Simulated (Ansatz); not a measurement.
Crystal: BaTiO3.

```xyz
5
Lattice="3.9998 0.0000 0.0000 0.0000 3.9998 0.0000 0.0000 0.0000 4.0180" Properties=species:S:1:pos:R:3 pbc="T T T"
Ba    0.0000    0.0000    0.0000
Ti    1.9999    1.9999    1.9688
O     0.0000    1.9999    2.0773
O     1.9999    0.0000    2.0773
O     1.9999    1.9999    0.0763
```

Base run:

- Program: Ansatz 0.2.0
- Functional: m-r2SCAN
- Potentials or basis: Ansatz PAW
- Cutoff: 500 eV (not typed: the program's choice for these potentials)
- k mesh: 7 × 7 × 7
- Occupations: fermi-dirac, width 0.05 eV
- Spin: no spin polarisation

Its results: band gap on the k mesh 2.28 eV, indirect (least direct gap 2.44 eV); pressure -0.8 GPa; largest force 0.392 eV/Å.

Question: The run is repeated on the same cell with these changes: functional from m-r2SCAN to PBE; cutoff from 500 eV (not typed: the program's choice for these potentials) to 420 eV (not typed: the program's choice for these potentials); k mesh from 7 × 7 × 7 to 3 × 3 × 3. What comes out?

Answer: Band gap on the k mesh 2.04 eV, direct; pressure 2.6 GPa; largest force 0.528 eV/Å.

Several settings changed at once, so the effect can't be laid on one alone.

Caveats: some runs use coarse meshes; spin-orbit coupling is left out, which moves the levels of the heavy elements; the k mesh misses the band edges, so the gap on the mesh is wider than the one along the path (some runs); the PAW data sets come from PBE, with cores solved anew for the run's functional, which leaves a small shift of forces and pressure (some runs); odd divisions of the mesh miss points on the zone boundary, where band edges often lie, so the gap on the mesh can be too wide (some runs).
